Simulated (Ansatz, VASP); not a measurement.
## TiC in VASP and in Ansatz

INCAR

```
SYSTEM = TiC
PREC     = Accurate       ! precision mode
ENCUT    = 600            ! plane-wave cutoff, eV
EDIFF    = 1E-6           ! SCF threshold, eV
ISMEAR   = -1             ! smearing method
SIGMA    = 0.05           ! smearing width, eV
LREAL    = .False.        ! projectors in reciprocal space
LASPH    = .True.         ! aspherical terms in the spheres
NELM     = 60             ! most SCF steps
ALGO     = Normal         ! electronic algorithm
ISIF     = 3              ! what is computed and relaxed
LWAVE    = .False.        ! write WAVECAR
LCHARG   = .False.        ! write CHGCAR
GGA      = PE             ! functional
IBRION   = 2              ! ionic algorithm
NSW      = 60             ! ionic steps
EDIFFG   = -0.005         ! ionic threshold
```

Contents of KPOINTS:

```
Automatic mesh
0
Gamma
  17 17 17
  0 0 0
```

File POSCAR:

```
TiC
1.0
    0.0000000000      2.1544346900      2.1544346900
    2.1544346900      0.0000000000      2.1544346900
    2.1544346900      2.1544346900      0.0000000000
Ti C
1 1
Direct
    0.0000000000      0.0000000000      0.0000000000
    0.5000000000      0.5000000000      0.5000000000
```

Input for Ansatz:

```yaml
crystal:
  lattice:
    - [0.0, 2.15443469, 2.15443469]
    - [2.15443469, 0.0, 2.15443469]
    - [2.15443469, 2.15443469, 0.0]
  atoms:
    - { symbol: Ti, position: [0.0, 0.0, 0.0] }
    - { symbol: C, position: [0.5, 0.5, 0.5] }
kpoints:
  mp_grid: { grid: [17, 17, 17] }
scf:
  occupations: { method: fermi_dirac, width: 0.05 }
hamiltonian:
  xc: pbe
  pseudopotentials: { kind: paw }
output:
  forces: true
  stress: true
relax:
  f_tol: 0.005
  max_steps: 40
  cell: {}
```

Alike in both runs: task relaxation of cell and atoms; functional PBE; k mesh 17 × 17 × 17; occupations fermi-dirac, width 0.05 eV; no spin polarisation.

|  | VASP | Ansatz |
| --- | --- | --- |
| version | VASP 6.6.1 | Ansatz 0.2.0 |
| potentials or method | VASP PAW PBE potentials, release 64 (Ti_sv, C) | PAW with Ansatz's default frozen-core files, scalar-relativistic |
| plane-wave cutoff (eV) | 600 | 420 |
| valence electrons in the cell | 16 | 16 |

|  | VASP | Ansatz | Ansatz less VASP |
| --- | --- | --- | --- |
| relaxed volume (Å³/atom) | 10.17 | 10.17 | -0.008 |
| relaxed cell length with the largest relative difference (Å) | 3.064 | 3.064 | -0.0008 |
| energy change over the relaxation (meV/atom) | -2 | -2 | +0.1 |
